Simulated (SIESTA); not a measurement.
The system is Bi2Se3 (Paraguanajuatite).

```
CELL_PARAMETERS angstrom
2.07150 1.19598 9.54533
-2.07150 1.19598 9.54533
0.00000 -2.39196 9.54533
ATOMIC_POSITIONS crystal
Bi 0.59920 0.59920 0.59920
Bi 0.40080 0.40080 0.40080
Se 0.78830 0.78830 0.78830
Se 0.21170 0.21170 0.21170
Se 0.00000 0.00000 0.00000
```

```yaml
Program: SIESTA 5.4.2
Task: single point
Functional: PBEsol
Potentials_or_basis: PseudoDojo 0.4 standard (PBEsol files)
Basis: DZP (energy shift 0.003 Ry; two zetas on semicore shells)
Grid_cutoff: 500 Ry
Energy_shift: 0.003 Ry
k_mesh: 8 × 8 × 8
Occupations: fermi-dirac, width 0.05 eV
Spin: no spin polarisation
```

On this cell: pressure 1.4 GPa; largest force 0.427 eV/Å; band gap on the k mesh 0.16 eV, direct.

The same run follows on a disturbed copy (atoms moved at random, drawn with an rms of 0.05 Å):

```
CELL_PARAMETERS angstrom
2.07150 1.19598 9.54533
-2.07150 1.19598 9.54533
0.00000 -2.39196 9.54533
ATOMIC_POSITIONS crystal
Bi 0.59792 0.59798 0.59907
Bi 0.40222 0.39696 0.39972
Se 0.79837 0.79320 0.77654
Se 0.21449 0.20833 0.21334
Se 0.99871 0.00463 0.99892
```

**Question.** What does the disturbed cell give?

**Answer.** The energy moves by +3.0 meV/atom; pressure 1.3 GPa; largest force 0.704 eV/Å; band gap on the k mesh 0.29 eV, direct.

Forces in eV/Å, atoms in the order of the input:
```
Bi   0.044 -0.027  0.702
Bi  -0.028  0.132  0.073
Se  -0.021 -0.180  0.028
Se  -0.077  0.050 -0.562
Se   0.081  0.024 -0.240
```

Stress tensor (GPa, compression positive):
```
 1.65 -0.03  0.05
-0.03  1.15 -0.45
 0.05 -0.45  1.02
```

Caveats: spin-orbit coupling is left out, which as a rule narrows the gap of such compounds by several tenths of an eV; the basis of atomic orbitals isn't converged, which shifts pressures, moduli and gaps.

A k mesh can miss the band edges.
